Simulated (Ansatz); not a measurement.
The system is PtSe2 (Sudovikovite).

```
CELL_PARAMETERS angstrom
3.72400 0.00000 0.00000
-1.86200 3.22508 0.00000
0.00000 0.00000 5.06200
ATOMIC_POSITIONS crystal
Pt 0.00000 0.00000 0.00000
Se 0.66667 0.33333 0.75000
Se 0.33333 0.66667 0.25000
```

Base run:

| Item | Value |
| --- | --- |
| Program | Ansatz 0.2.0 |
| Functional | HSE06 form with a typed share of exact exchange |
| Potentials or basis | Ansatz PAW |
| Cutoff | 420 eV (not typed: the program's choice for these potentials) |
| k mesh | 5 × 5 × 3 |
| Occupations | fermi-dirac, width 0.05 eV |
| Spin | no spin polarisation |

Its results: band gap on the k mesh 0.69 eV, indirect (least direct gap 1.84 eV); pressure -1.6 GPa; largest force 0.372 eV/Å.

Question: After a change of settings the same cell gave: band gap on the k mesh 0.38 eV, indirect (least direct gap 1.54 eV); pressure 0.9 GPa; largest force 0.129 eV/Å. Which change was it?
A. share of exact exchange from 0.5 to 0.35
B. functional from HSE06 form with a typed share of exact exchange to HSE06; share of exact exchange from 0.5 to 0.25
C. share of exact exchange from 0.5 to 0
D. share of exact exchange from 0.5 to 0.1

Answer: A.

Caveats: odd divisions of the mesh miss points on the zone boundary, where band edges often lie, so the gap on the mesh can be too wide; spin-orbit coupling is left out, which moves the levels of the heavy elements; the PAW data sets come from PBE, with cores solved anew for the run's functional, which leaves a small shift of forces and pressure; the thresholds are loose for stress.
